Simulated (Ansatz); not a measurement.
# Point defect: C interstitial in C

Level of theory: Ansatz 0.2.0, DFT PBE, scalar-relativistic, plane waves, PAW. (420 eV cutoff, 6×6×6 k-mesh, Gaussian smearing of 0.10 eV, no spin polarisation)

Host crystal, relaxed:

```cif
data_structure
_symmetry_space_group_name_H-M 'P 1'
_symmetry_Int_Tables_number 1
_cell_length_a 8.6931
_cell_length_b 8.6931
_cell_length_c 8.6931
_cell_angle_alpha 16.312
_cell_angle_beta 16.312
_cell_angle_gamma 16.312
_cell_volume 45.18
loop_
_atom_site_label
_atom_site_type_symbol
_atom_site_fract_x
_atom_site_fract_y
_atom_site_fract_z
_atom_site_occupancy
C1 C 0.91756 0.91756 0.91756 1
C2 C 0.25089 0.25089 0.25089 1
C3 C 0.74911 0.74911 0.74911 1
C4 C 0.08244 0.08244 0.08244 1
```

Supercell of 16 atoms, rows in host cell vectors: -2 2 0; -2 0 2; -1 1 1. Atoms relax at the host's cell, keeping the symmetry that the supercell leaves at the site. The cell is small, so energies carry finite-size errors of tenths of an eV. The host's Kohn–Sham gap is 0.07 eV. Atoms are taken from and returned to the elements' standard states.

Defect: C interstitial at (0.500, 0.500, 0.500) of the host cell.

Q: What is the formation energy of the neutral defect?

A: 8.00 eV.

Q: Does the neutral defect carry a moment, and how do its surroundings relax?

A: The neutral run had no spin polarisation, so a moment wasn't tested. The nearest neighbours before are 12 C at 2.59 Å; after relaxation the atoms near the site are 12 C at 2.48 Å; the largest move is 0.14 Å.